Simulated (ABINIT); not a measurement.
Zr:

```
Zr
1.0
     3.23200    0.00000    0.00000
    -1.61600    2.79899    0.00000
     0.00000    0.00000    5.14700
Zr
2
Direct
  0.66667 0.33333 0.75000
  0.33333 0.66667 0.25000
```

Base run:

| Item | Value |
| --- | --- |
| Program | ABINIT 10.8.3 (patched build) |
| Functional | PBE |
| Potentials or basis | JTH PAW PBE v2.0 |
| Cutoff | 463 eV |
| k mesh | 7 × 7 × 4 |
| Occupations | fermi-dirac, width 0.05 eV |
| Spin | no spin polarisation |

Its results: band gap on the k mesh none (metal or under the smearing width); pressure 0.5 GPa.

Task: The run is repeated on the same cell with these changes: k mesh from 7 × 7 × 4 to 4 × 4 × 2. What comes out?

Result: Band gap on the k mesh none (metal or under the smearing width); pressure 1.0 GPa.

Caveats: some runs use coarse meshes.
